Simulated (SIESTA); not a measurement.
**PbSe (Clausthalite) under changes of volume**

One of the cells (28.671 Å³/atom); the others are scaled copies at fixed shape and fractional positions:

```
Pb Se
1.0
     0.00000    3.06065    3.06065
     3.06065    0.00000    3.06065
     3.06065    3.06065    0.00000
Pb Se
1 1
Direct
  0.00000 0.00000 0.00000
  0.50000 0.50000 0.50000
```

- Program: SIESTA 5.4.2
- Functional: PBE-libxc
- Potentials or basis: PseudoDojo 0.4 standard (PBE files)
- Basis: DZP (energy shift 0.002 Ry)
- Grid cutoff: 500 Ry
- Energy shift: 0.002 Ry
- k mesh: 8 × 8 × 8
- Occupations: fermi-dirac, width 0.05 eV
- Spin: no spin polarisation

| volume (Å³/atom) | energy over the lowest point (meV/atom) | pressure (GPa) | gap on the mesh (eV) |
| --- | --- | --- | --- |
| 26.951 | 92.16 | 8.5 | 0.19 |
| 27.524 | 64.72 | 6.9 | 0.26 |
| 28.097 | 42.47 | 5.5 | 0.33 |
| 28.671 | 25.38 | 4.1 | 0.39 |
| 29.244 | ? | ? | ? |
| 29.818 | 4.98 | 1.9 | 0.50 |
| 30.391 | 0.00 | 0.9 | 0.56 |

Problem. What does the run at 29.244 Å³/atom give?

Solution. Energy over the lowest point 12.65 meV/atom; pressure 3.0 GPa; gap on the mesh 0.45 eV.

Worked out: A Birch-Murnaghan fit of order 3 (a polynomial in V^(-2/3)) to the other rows has its minimum at 30.95 Å³/atom, just outside them, with B0 = V·E''(V) = 44 GPa and B' = 5.0. It gives 13.15 meV/atom at 29.244 Å³/atom, against the run's 12.65, and -dE/dV = 2.9 GPa, against 3.0. A straight line through the other rows of the gap, of slope 3.04 eV per unit of ln V (its deformation potential), gives 0.44 eV, against the run's 0.45.

Energies are extrapolated to zero smearing.

Caveats: semicore shells carry a single zeta, which can move pressures by several GPa and volumes by a few percent; spin-orbit coupling is left out, which as a rule narrows the gap of such compounds by several tenths of an eV; the basis of atomic orbitals isn't converged, which shifts pressures, moduli and gaps.

A mesh can miss the band edges.
